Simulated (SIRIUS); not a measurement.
## ZrC and the effect of the Hubbard U on Zr d

Symmetry: Fm-3m, No. 225, cubic system. The conventional cell has a = 4.730 Å, b = 4.730 Å, c = 4.730 Å, α = 90.00°, β = 90.00°, γ = 90.00°. Zr (site symmetry m-3m) has 6 C at 2.37 Å as nearest neighbours. Around C (site symmetry m-3m) lie 6 Zr at 2.37 Å.

Kept alike: task single point; functional PBE; k mesh 10 × 10 × 10; occupations fermi-dirac, width 0.05 eV; no spin polarisation. Program: SIRIUS, PseudoDojo 0.4.1 PBE standard (scalar relativistic), cutoff 1127 eV. The mesh is that of the run's cell of 2 atoms. No spin-orbit coupling.

| Hubbard U on Zr d, U (eV) | pressure (GPa) |
| --- | --- |
| 0 | -2.81 |
| 2 | -0.10 |
| 4 | 3.01 |
| 6 | 6.70 |
| 8 | 11.22 |

Pressure is positive in compression; the values hold the error of the finite cutoff, so their zero can differ a little from the energy's minimum. U acts here on a shell without spin polarisation. For a metal such a mesh leaves the last digits unconverged. How U acts hangs on the program's projectors.

Task: What does the Hubbard U on Zr d change here?

Result: The pressure rises from -2.81 to 11.22 GPa between 0 and 8 eV. U localises the shell and weakens its bonds, so the cell pushes outwards.
